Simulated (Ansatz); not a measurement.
SiO2 in Ansatz: the effect of functional

SiO2:

```
Si O
1.0
     4.97559    0.00000    0.00000
     0.00000    4.97559    0.00000
     0.00000    0.00000    6.90089
Si O
4 8
Direct
  0.80325 0.80325 0.50000
  0.69675 0.30325 0.25000
  0.30325 0.69675 0.75000
  0.19675 0.19675 0.00000
  0.76176 0.11039 0.43204
  0.88961 0.23824 0.06796
  0.11039 0.76176 0.56796
  0.26176 0.38961 0.81796
  0.23824 0.88961 0.93204
  0.73824 0.61039 0.31796
  0.38961 0.26176 0.18204
  0.61039 0.73824 0.68204
```

The cell comes from a database or a generator and needn't be the stable form of this composition.

Alike in all runs:

| Item | Value |
| --- | --- |
| Program | Ansatz 0.2.0 |
| Task | band structure |
| Potentials or basis | Ansatz PAW |
| k mesh | 6 × 6 × 4 |
| Occupations | fermi-dirac, width 0.05 eV |
| Spin | no spin polarisation |

Problem. One run gave: gap on the mesh 6.35 eV; pressure 0.1 GPa; largest force 0.03 eV/Å. Which functional did it use?
A. LDA
B. r2SCAN
C. PBE
D. PBEsol

Solution. B.

| functional | cutoff | gap on the mesh (eV) | pressure (GPa) | largest force (eV/Å) |
| --- | --- | --- | --- | --- |
| LDA | 420 eV (not typed: the program's choice for these potentials) | 5.49 | -1.6 | 0.09 |
| PBE | 420 eV (not typed: the program's choice for these potentials) | 5.73 | 4.8 | 0.28 |
| PBEsol | 420 eV (not typed: the program's choice for these potentials) | 5.67 | 2.4 | 0.16 |
| r2SCAN | 500 eV (not typed: the program's choice for these potentials) | 6.35 | 0.1 | 0.03 |

Caveats: the PAW data sets come from PBE, with cores solved anew for the run's functional, which leaves a small shift of forces and pressure (some runs).

